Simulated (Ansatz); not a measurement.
The system is WS2.

```
W S
1.0
    -2.18592    2.18592    3.19240
     2.18592   -2.18592    3.19240
     2.18592    2.18592   -3.19240
W S
1 2
Cartesian
  0.0000 0.0000 0.0000
  0.0000 2.1859 1.5962
  0.0000 0.0000 3.1924
```

The cell was built by a generator and needn't be a form met in nature.

| Property | Result |
| --- | --- |
| Program | Ansatz 0.2.0 |
| Task | relaxation of cell and atoms |
| Functional | LDA |
| Potentials or basis | all-electron LAPW, scalar-relativistic |
| Basis error allowed | 0.002 eV/atom |
| k mesh | 7 × 7 × 7 |
| Occupations | fermi-dirac, width 0.05 eV |
| Spin | no spin polarisation |

At the start: volume 20.34 Å³/atom.

Q: Where does the relaxation end?

A: Over 16 steps the energy falls by 918.8 meV/atom and the volume is 15.80 Å³/atom (-22.3 %); space group I-4m2 (No. 119, to 0.05 Å).

The path:
| step | energy change (eV) | largest force (eV/Å) | volume (Å³) |
| --- | --- | --- | --- |
| 1 | 0.0000 | 0.0000 | 61.02 |
| 2 | -1.0602 | 0.0000 | 52.64 |
| 3 | -1.4017 | 0.0000 | 45.13 |
| 4 | -1.4139 | 0.0000 | 46.34 |
| 5 | -1.4169 | 0.0000 | 46.21 |
| 6 | -1.4786 | 0.0000 | 45.74 |
| 7 | -1.7180 | 0.0000 | 45.74 |
| 8 | -2.0895 | 0.0000 | 45.43 |
| 9 | -2.4024 | 0.0000 | 45.00 |
| 10 | -2.5892 | 0.0000 | 45.55 |
| 11 | -2.6942 | 0.0000 | 46.35 |
| 12 | -2.7302 | 0.0000 | 46.99 |
| 13 | -2.7315 | 0.0000 | 47.36 |
| 14 | -2.7553 | 0.0000 | 47.36 |
| 15 | -2.7564 | 0.0000 | 47.41 |
| 16 | -2.7564 | 0.0000 | 47.41 |

Final structure:
```cif
data_structure
_symmetry_space_group_name_H-M 'P 1'
_symmetry_Int_Tables_number 1
_cell_length_a 4.7398
_cell_length_b 4.7398
_cell_length_c 4.7398
_cell_angle_alpha 137.856
_cell_angle_beta 137.856
_cell_angle_gamma 61.123
_cell_volume 47.41
loop_
_atom_site_label
_atom_site_type_symbol
_atom_site_fract_x
_atom_site_fract_y
_atom_site_fract_z
_atom_site_occupancy
W1 W 0.00000 0.00000 0.00000 1
S1 S 0.75000 0.25000 0.50000 1
S2 S 0.50000 0.50000 0.00000 1
```

Caveat: the k mesh is thin for a metal, which can move the energy by tens of meV per atom; the volume moved by over 15 % at a fixed basis, so the end points are rough.
